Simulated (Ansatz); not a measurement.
The following input was run with Ansatz 0.2.0.

```yaml
crystal:
  lattice:
    - [4.2083846044, 0.0, 0.0]
    - [-2.1041923021, 3.6445679763, 0.0]
    - [0.0, 0.0, 12.5268370519]
  atoms:
    - { symbol: Ca, position: [0.0, 0.0, 0.0] }
    - { symbol: Ca, position: [0.33333333, 0.66666667, 0.25] }
    - { symbol: Ca, position: [0.0, 0.0, 0.5] }
    - { symbol: Ca, position: [0.66666667, 0.33333333, 0.75] }
basis:
  ecutwfc: 420
kpoints:
  mp_grid: { grid: [12, 12, 4] }
hamiltonian:
  xc: pbe
scf:
  occupations: { method: gaussian, width: 0.1 }
output:
  forces: true
  stress: true
  eigenvalues: true
```

Launched with
```bash
ansatz run input.yaml --threads 1 --pin off --max-ram 1331MiB --backend cpu --events-out ev --progress --plain --runs-dir out
```

Theory: DFT PBE, scalar-relativistic, plane waves, PAW in Ansatz 0.2.0.

From the run's log, abridged (iterations and final results):

```
SCF iter   1: F=—  HF=-7267.220028 eV  |F-HF|=—  |Δ(HF+E_count)|=         —  Δρ=1.06e-3  dr2=4.45e-3  ethr=1.77e-3  ⟨swp⟩=7.6  Hψ=6694  notcnv=0
SCF iter   2: F=—  HF=-7267.221539 eV  |F-HF|=—  |Δ(HF+E_count)|=   1.51e-3  Δρ=6.75e-4  dr2=1.95e-3  ethr=1.11e-5  ⟨swp⟩=2.6  Hψ=2556  notcnv=0
SCF iter   3: F=—  HF=-7267.221334 eV  |F-HF|=—  |Δ(HF+E_count)|=   2.04e-4  Δρ=1.85e-4  dr2=1.78e-4  ethr=4.86e-6  ⟨swp⟩=1.7  Hψ=1464  notcnv=0
SCF iter   4: F=—  HF=-7267.221299 eV  |F-HF|=—  |Δ(HF+E_count)|=   3.55e-5  Δρ=5.15e-5  dr2=5.48e-6  ethr=4.46e-7  ⟨swp⟩=1.9  Hψ=1578  notcnv=0
SCF iter   5: F=—  HF=-7267.221033 eV  |F-HF|=—  |Δ(HF+E_count)|=   2.66e-4  Δρ=1.05e-5  dr2=4.18e-7  ethr=1.37e-8  ⟨swp⟩=2.3  Hψ=1846  notcnv=0
SCF iter   6: F=-7267.221033 eV  HF=-7267.221033 eV  |F-HF|=1.21e-8  |Δ(HF+E_count)|=   1.64e-8  Δρ=3.70e-6  dr2=5.40e-8  ethr=2.50e-10  ⟨swp⟩=7.7  Hψ=6714  notcnv=0
SCF 1 converged in 6 iterations: F = -7267.221033 eV  dr2 = 5.40e-8
SCF converged after 6 iterations
Free energy (F): -7267.221033 eV
Harris-Foulkes:  -7267.221033 eV  (|F-HF|=1.21e-8)
Internal energy: -7267.191553 eV  (E = F + TS)
E sigma→0 (E₀):  -7267.206293 eV
Entropy (-TS):   -0.029480 eV (-7.370 meV/atom)
Fermi energy:    4.134262 eV
--- Per-component energies (eV) ---
  E_band       = -744.144830
  E_kinetic    = 1097.329652
  E_local      = -3554.024493  (includes V_loc(G=0)·N_el)
  E_nonlocal   = 254.019533
  E_hartree    = 1195.430828
  E_xc         = -541.496641
  E_vxc        = -674.744817  (∫ρ·V_xc dr)
  E_paw        = -3432.707021  (= ΣΔE_a)
  E_vpaw       = -257.593704  (= ΣTr[D̂ρ^β])
  E_aug_tail   = -0.000025  (compensation charges beyond the density's cutoff)
  E_ewald      = -2285.743388
  E_smearing   = -0.029480  (= −TS)
--- Forces (eV/Å), atoms counted from 1 ---
  atom   1  Ca     0.00000000     0.00000000     0.00000000
  atom   2  Ca     0.00000000     0.00000000     0.00000000
  atom   3  Ca     0.00000000     0.00000000     0.00000000
  atom   4  Ca     0.00000000     0.00000000     0.00000000
--- Stress (GPa, compression-positive) ---
       -2.311809       0.000000       0.000000
        0.000000      -2.311809       0.000000
        0.000000       0.000000      -0.377664
  P = ⅓ Tr σ = -1.6671 GPa (-16.671 kbar)
--- Band table (eV; the first three rows and the last of 57) ---
  k-point 0: bands = ["-38.2370", "-38.2331", "-38.2295", "-38.2256", "-19.2672", "-19.2146", "-19.2145", "-19.1835", "-19.1835", "-19.1755", "-19.1755", "-19.1708", "-19.1708", "-19.1628", "-19.1628", "-19.1610", "0.3034", "1.3512", "1.3556", "3.4491", "4.2310", "5.6846", "5.7195", "6.0246"]
  k-point 1: bands = ["-38.2366", "-38.2340", "-38.2285", "-38.2260", "-19.2632", "-19.2348", "-19.1942", "-19.1828", "-19.1828", "-19.1777", "-19.1777", "-19.1687", "-19.1687", "-19.1651", "-19.1636", "-19.1636", "0.3720", "0.9071", "1.8939", "3.0935", "4.5183", "5.3375", "6.0344", "6.0535"]
  k-point 2: bands = ["-38.2355", "-38.2355", "-38.2270", "-38.2270", "-19.2519", "-19.2519", "-19.1807", "-19.1807", "-19.1807", "-19.1807", "-19.1768", "-19.1768", "-19.1657", "-19.1657", "-19.1657", "-19.1657", "0.5757", "0.5757", "2.4953", "2.4953", "4.9431", "4.9431", "6.1163", "6.1163"]
  k-point 56: bands = ["-38.2296", "-38.2296", "-38.2260", "-38.2260", "-19.2342", "-19.2342", "-19.2293", "-19.2293", "-19.2075", "-19.2075", "-19.2038", "-19.2038", "-19.1815", "-19.1815", "-19.1797", "-19.1797", "3.8654", "3.8654", "3.8790", "3.8790", "3.9437", "3.9437", "4.6572", "4.6572"]
```

The calculation finished and met its thresholds.